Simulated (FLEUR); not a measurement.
The system is Cd.

```
Cd
1.0
     0.00000    2.21815    2.21815
     2.21815    0.00000    2.21815
     2.21815    2.21815    0.00000
Cd
1
Direct
  0.00000 0.00000 0.00000
```

This isn't the form of Cd at room conditions, which is hcp.

| Property | Result |
| --- | --- |
| Program | FLEUR MaX-R8.1 (later development tree) |
| Task | single point |
| Functional | PBE |
| Potentials or basis | all-electron |
| Basis | FLAPW |
| Kmax | 3.8 1/bohr |
| k mesh | 10 × 10 × 10 |
| Occupations | fermi-dirac, width 0.05 eV |
| Spin | no spin polarisation |
| Gmax | 11.8 1/bohr |
| Muffin-tin radii | Cd 2.66 bohr |
| lmax | Cd 11 |
| Local orbitals a species | Cd 5 |
| Max iterations | 60 |
| Mixing factor | 0.05 |
| Mixer | Anderson |
| Mixer history | 15 |
| Density convergence | 1e-05 me/bohr^3 |

On this cell: band gap on the k mesh none (metal or under the smearing width).

The same run follows on a disturbed copy (cell strained at random at fixed volume):

```
CELL_PARAMETERS angstrom
-0.02805 2.22596 2.22309
2.18709 -0.01565 2.21069
2.18797 2.21444 -0.01653
ATOMIC_POSITIONS crystal
Cd 0.99168 0.00422 0.99384
```

Question: What does the disturbed cell give?

Answer: The energy (extrapolated to zero smearing) moves by -1.0 meV/atom; band gap on the k mesh none (metal or under the smearing width).
